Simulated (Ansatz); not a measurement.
# C under changes of volume

One of the cells (5.672 Å³/atom); the others are scaled copies at fixed shape and fractional positions:

```
C
1.0
     2.52210    0.00000    0.00000
    -1.26105    2.18420    0.00000
     0.00000    0.00000    8.23710
C
8
Direct
  0.66667 0.33333 0.84375
  0.33333 0.66667 0.34375
  0.66667 0.33333 0.65625
  0.33333 0.66667 0.15625
  0.00000 0.00000 0.90625
  0.00000 0.00000 0.40625
  0.00000 0.00000 0.59375
  0.00000 0.00000 0.09375
```

This is a hexagonal form of diamond, not graphite.

```yaml
Program: Ansatz 0.2.0
Functional: r2SCAN
Dispersion: D4
Potentials_or_basis: Ansatz PAW
Cutoff: "500 eV (not typed: the program's choice for these potentials)"
k_mesh: 12 × 12 × 4
Occupations: fermi-dirac, width 0.05 eV
Spin: no spin polarisation
```

| volume (Å³/atom) | energy over the lowest point (meV/atom) | pressure (GPa) | gap on the mesh (eV) | largest force (eV/Å) |
| --- | --- | --- | --- | --- |
| 5.332 | ? | ? | ? | ? |
| 5.445 | 7.55 | 15.3 | 4.75 | 0.387 |
| 5.559 | 0.35 | 5.2 | 4.70 | 0.373 |
| 5.672 | 0.00 | -4.1 | 4.64 | 0.359 |
| 5.785 | 5.90 | -12.5 | 4.59 | 0.346 |
| 5.899 | 17.48 | -20.1 | 4.54 | 0.333 |
| 6.012 | 34.23 | -27.1 | 4.49 | 0.322 |

**Question.** What does the run at 5.332 Å³/atom give?

**Answer.** Energy over the lowest point 22.30 meV/atom; pressure 26.5 GPa; gap on the mesh 4.80 eV; largest force 0.403 eV/Å.

Worked out: A Birch-Murnaghan fit of order 3 (a polynomial in V^(-2/3)) to the other rows has its minimum at 5.62 Å³/atom with B0 = V·E''(V) = 454 GPa and B' = 3.5 at fixed shape and positions, which overstates the stiffness. It gives 22.14 meV/atom at 5.332 Å³/atom, against the run's 22.30, and -dE/dV = 26.3 GPa, against 26.5. A straight line through the other rows of the gap, of slope -2.64 eV per unit of ln V, extrapolates to 4.81 eV, against the run's 4.80.

Energies are extrapolated to zero smearing.

Caveats: the PAW data sets come from PBE, with cores solved anew for the run's functional, which leaves a small shift of forces and pressure.

A mesh can miss the band edges.
